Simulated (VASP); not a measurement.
# KF (Carobbiite) (Fm-3m) in VASP: further runs

Runs on KF (Carobbiite). Level: PBE. Tasks: relaxation of the atoms.

Everything below comes from runs of VASP 6.6.1. Logs are shortened: lines on timing, memory, paths and dates and some standing lists are left out, and cuts for length are marked.

### 1 Starting point

The structure is cubic, space group Fm-3m (No. 225). Conventional cell: a = 5.334 Å, b = 5.334 Å, c = 5.334 Å, α = 90.00°, β = 90.00°, γ = 90.00°. K (site symmetry m-3m) has 6 F at 2.67 Å as nearest neighbours. F (site symmetry m-3m) has 6 K at 2.67 Å as nearest neighbours.

### 2 Relaxation of the atoms, PBE (a relaxed cell with its volume scaled by 0.98)

Input file INCAR:

```
SYSTEM = KF
ALGO = Normal
EDIFF = 1E-7
EDIFFG = -0.01
ENCUT = 300
GGA = PE
IBRION = 2
ISIF = 2
ISMEAR = 0
LASPH = .True.
LCHARG = .False.
LREAL = .False.
LWAVE = .False.
NELM = 80
NSW = 40
PREC = Accurate
SIGMA = 0.03
```

Input file KPOINTS:

```
k-points
0
Gamma
  5 5 5
  0 0 0
```

Input file POSCAR:

```
KF                                      
1.0
    0.0000000000      2.6493353365      2.6493353365
    2.6493353365      0.0000000000      2.6493353365
    2.6493353365      2.6493353365     -0.0000000000
  K               F             
     1     1
Direct
     0.0000000000000000    0.0000000000000000    1.0000000000000000
     0.5000000000000000    0.5000000000000000    0.5000000000000000
```

Potentials or basis: VASP PAW PBE potentials, release 64 (K_sv, F_s).

The run is started by

```
$ cat potpaw_PBE.64/K_sv/POTCAR potpaw_PBE.64/F_s/POTCAR > POTCAR
$ mpirun -np 1 vasp_std > vasp.out
```

OUTCAR:

```text
SYSTEM = KF
   EDIFF = 1E-7
   EDIFFG = -0.01
   ENCUT = 300
   GGA = PE
   IBRION = 2
   ISIF = 2
   ISMEAR = 0
   LASPH = .True.
   LREAL = .False.
   NELM = 80
   NSW = 40
   PREC = Accurate

 ion  position               nearest neighbor table
   1  0.000  0.000  0.000-   2 2.65   2 2.65   2 2.65   2 2.65   2 2.65   2 2.65
   2  0.500  0.500  0.500-   1 2.65   1 2.65   1 2.65   1 2.65   1 2.65   1 2.65

  LATTYP: Found a face centered cubic cell.
 ALAT       =     5.2986706730

  Lattice vectors:

 A1 = (   0.0000000000,   2.6493353365,   2.6493353365)
 A2 = (   2.6493353365,   0.0000000000,   2.6493353365)
 A3 = (   2.6493353365,   2.6493353365,   0.0000000000)

Analysis of symmetry for initial positions (statically):
=====================================================================
 Subroutine PRICEL returns:
 Original cell was already a primitive cell.

 Routine SETGRP: Setting up the symmetry group for a
 face centered cubic supercell.

 Subroutine GETGRP returns: Found 48 space group operations
 (whereof 48 operations were pure point group operations)
 out of a pool of 48 trial point group operations.

The static configuration has the point symmetry O_h .

Analysis of symmetry for dynamics (positions and initial velocities):
=====================================================================
 Subroutine PRICEL returns:
 Original cell was already a primitive cell.

 Routine SETGRP: Setting up the symmetry group for a
 face centered cubic supercell.

 Subroutine GETGRP returns: Found 48 space group operations
 (whereof 48 operations were pure point group operations)
 out of a pool of 48 trial point group operations.

The dynamic configuration has the point symmetry O_h .

 Subroutine INISYM returns: Found 48 space group operations
 (whereof 48 operations are pure point group operations),
 and found     1 'primitive' translations

----------------------------------------------------------------------------------------

                                     Primitive cell

  volume of cell :      37.1913

  direct lattice vectors                    reciprocal lattice vectors
     0.000000000  2.649335337  2.649335337    -0.188726581  0.188726581  0.188726581
     2.649335337  0.000000000  2.649335337     0.188726581 -0.188726581  0.188726581
     2.649335337  2.649335337  0.000000000     0.188726581  0.188726581 -0.188726581

  length of vectors
     3.746725964  3.746725964  3.746725964     0.326884027  0.326884027  0.326884027
[... 78 lines left out ...]
   NUPDOWN=      -1.0000    fix difference up-down
   EMIN   =  10.00;   EMAX   =-10.00  energy-range for DOS
   EFERMI =   0.00;   METHOD = LEGACY
   ISMEAR =     0;   SIGMA  =   0.03  broadening in eV -4-tet -1-fermi 0-gaus
   EFERMI_NEDOS =   21; number of points for ismear=-14 and -15
   IALGO  =     38    algorithm
   IMIX   =      4    mixing-type and parameters
     AMIX     =   0.40;   BMIX     =  1.00
     AMIX_MAG =   1.60;   BMIX_MAG =  1.00
  volume/ion in A,a.u.               =      18.60       125.49
  Fermi-wavevector in a.u.,A,eV,Ry     =   1.235856  2.335429 20.780725  1.527340
  Thomas-Fermi vector in A             =   2.370488
   LORBIT       =      0    0 simple, 1 ext, 2 COOP (PROOUT), +10 PAW based schemes
   GGA     = PE    functional components
   LHFCALC =     F    Hartree Fock is set to
   AEXX    =    0.0000 exact exchange contribution
   IVDW    =     0    specifies the selected vdW correction
   LEPSILON=     F    determine dielectric tensor
   LRPA    =     F    only Hartree local field effects (RPA)
 conjugate gradient relaxation of ions
 non-spin polarized calculation
 Gauss-broadening in eV      SIGMA  =   0.03
  energy-cutoff  :      300.00
  volume of cell :       37.19
 maximum number of plane-waves:       448
 NGX is ok and might be reduce to    24
   NGX = 11   NGY = 11   NGZ = 11

 number of electron      15.9999974 magnetization

 Free energy of the ion-electron system (eV)
  ---------------------------------------------------
  ext. energy  EPLUGINS =         0.00000000
  ---------------------------------------------------
  free energy    TOTEN  =        -8.27755692 eV

  energy without entropy =       -8.27755692  energy(sigma->0) =       -8.27755692

 E-fermi :  -2.4518     XC(G=0):  -8.5223

 val. band max:       -2.6179089554   @ k =   0.0000   0.0000   0.0000
 cond. band min:       3.6882324657   @ k =   0.0000   0.0000   0.0000
 fundamental gap:      6.3061414211
 Fermi energy:        -2.4517897883

 k-point     1 :       0.0000    0.0000    0.0000
  band No.  band energies     occupation
      1     -28.6876      2.00000
      2     -21.2701      2.00000
      3     -11.9157      2.00000
      4     -11.9157      2.00000
      5     -11.9157      2.00000
      6      -2.6179      2.00000
      7      -2.6179      2.00000
      8      -2.6179      2.00000
      9       3.6882      0.00000
     10       8.1349      0.00000
     11       8.1349      0.00000
     12       8.1349      0.00000
[... 121 lines left out ...]
 k-point    10 :      -0.4000    0.4000    0.2000
  band No.  band energies     occupation
      1     -28.5620      2.00000
      2     -21.3336      2.00000
      3     -12.3158      2.00000
      4     -12.2502      2.00000
      5     -12.0103      2.00000
      6      -3.0645      2.00000
      7      -2.8747      2.00000
      8      -2.7528      2.00000
      9       6.7925      0.00000
     10       7.4322      0.00000
     11       8.8827      0.00000
     12      11.0220      0.00000

------------------------ aborting loop because EDIFF is reached ----------------------------------------

  FORCE on cell =-STRESS in cart. coord.  units (eV):
  Direction    XX          YY          ZZ          XY          YZ          ZX
  --------------------------------------------------------------------------------------
  -------------------------------------------------------------------------------------
  Total        0.1592560      0.1592560      0.1592560      0.0000000     -0.0000000     -0.0000000
  in kB        6.8606562      6.8606562      6.8606562      0.0000000     -0.0000000     -0.0000000
  external PRESSURE =       6.8606562 kB  Pullay stress =       0.0000000 kB

 VOLUME and BASIS-vectors are now :
 -----------------------------------------------------------------------------
  energy-cutoff  :      300.00
  volume of cell :       37.19
      direct lattice vectors                 reciprocal lattice vectors
     0.000000000  2.649335337  2.649335337    -0.188726581  0.188726581  0.188726581
     2.649335337  0.000000000  2.649335337     0.188726581 -0.188726581  0.188726581
     2.649335337  2.649335337  0.000000000     0.188726581  0.188726581 -0.188726581

 POSITION                                       TOTAL-FORCE (eV/Angst)
 -----------------------------------------------------------------------------------
      0.00000      0.00000      0.00000        -0.000000     -0.000000      0.000000
      2.64934      2.64934      2.64934         0.000000      0.000000     -0.000000
 -----------------------------------------------------------------------------------
    total drift:                                0.000000     -0.000000      0.000000

  FREE ENERGIE OF THE ION-ELECTRON SYSTEM (eV)
  ---------------------------------------------------
  free  energy   TOTEN  =        -8.2775569190 eV

  energy  without entropy=       -8.2775569190  energy(sigma->0) =       -8.27755692

 reached required accuracy - stopping structural energy minimisation
```

OSZICAR:

```text
N       E                     dE             d eps       ncg     rms          rms(c)
DAV:   1     0.684967166094E+02    0.68497E+02   -0.62395E+03   248   0.859E+02
DAV:   2    -0.780618238840E+01   -0.76303E+02   -0.73993E+02   276   0.283E+02
DAV:   3    -0.947123746977E+01   -0.16651E+01   -0.16608E+01   328   0.383E+01
DAV:   4    -0.952609180127E+01   -0.54854E-01   -0.54847E-01   304   0.592E+00
DAV:   5    -0.952781137408E+01   -0.17196E-02   -0.17196E-02   344   0.806E-01    0.637E+00
DAV:   6    -0.829422398942E+01    0.12336E+01   -0.40819E+00   284   0.230E+01    0.521E+00
DAV:   7    -0.827753463244E+01    0.16689E-01   -0.18700E-01   300   0.352E+00    0.287E+00
DAV:   8    -0.827515186271E+01    0.23828E-02   -0.49689E-02   252   0.279E+00    0.421E-01
DAV:   9    -0.827694523057E+01   -0.17934E-02   -0.11407E-02   296   0.960E-01    0.144E-01
DAV:  10    -0.827738085981E+01   -0.43563E-03   -0.14260E-03   268   0.401E-01    0.905E-02
DAV:  11    -0.827754665394E+01   -0.16579E-03   -0.14072E-04   264   0.103E-01    0.297E-02
DAV:  12    -0.827755607334E+01   -0.94194E-05   -0.23407E-05   284   0.544E-02    0.463E-03
DAV:  13    -0.827755678595E+01   -0.71261E-06   -0.18088E-06   284   0.140E-02    0.328E-03
DAV:  14    -0.827755692799E+01   -0.14204E-06   -0.41454E-07   256   0.568E-03    0.410E-04
DAV:  15    -0.827755691897E+01    0.90217E-08   -0.14503E-08   208   0.121E-03
   1 F= -.82775569E+01 E0= -.82775569E+01  d E =-.827756E+01
```

CONTCAR:

```text
KF
   1.00000000000000
     0.0000000000000000    2.6493353365000001    2.6493353365000001
     2.6493353365000001    0.0000000000000000    2.6493353365000001
     2.6493353365000001    2.6493353365000001    0.0000000000000000
  K               F
     1     1
Direct
     0.0000000000000000    0.0000000000000000    0.0000000000000000
     0.5000000000000000    0.5000000000000000    0.5000000000000000

  0.00000000E+00  0.00000000E+00  0.00000000E+00
  0.00000000E+00  0.00000000E+00  0.00000000E+00
```

It took 4.6 s on 1 thread of AMD EPYC 7R13 (Zen 3), shared host; peak memory 0.1 GiB.

What came out:

- Free energy: -8.2776 eV
- Band gap on the k mesh: 6.31 eV, direct

Final structure:
```yaml
crystal:
  lattice:
    - [0.00000, 2.64934, 2.64934]
    - [2.64934, 0.00000, 2.64934]
    - [2.64934, 2.64934, 0.00000]
  atoms:
    - { symbol: K, position: [0.00000, 0.00000, 0.00000] }
    - { symbol: F, position: [0.50000, 0.50000, 0.50000] }
```

Levels at points of the mesh, in eV from the valence-band top:
```tsv
k point	band 6	band 7	band 8	band 9	band 10	band 11
(0.00, 0.00, 0.00)	0.00	0.00	0.00	6.31	10.75	10.75
```

Caveat: the cutoff is under 1.25 times the usual one of these potentials, so pressure, stress and relaxed cells hold a basis-set (Pulay) error; the relaxation stopped at its first step, so nothing moved.

(Continued in part 2 of 2.)
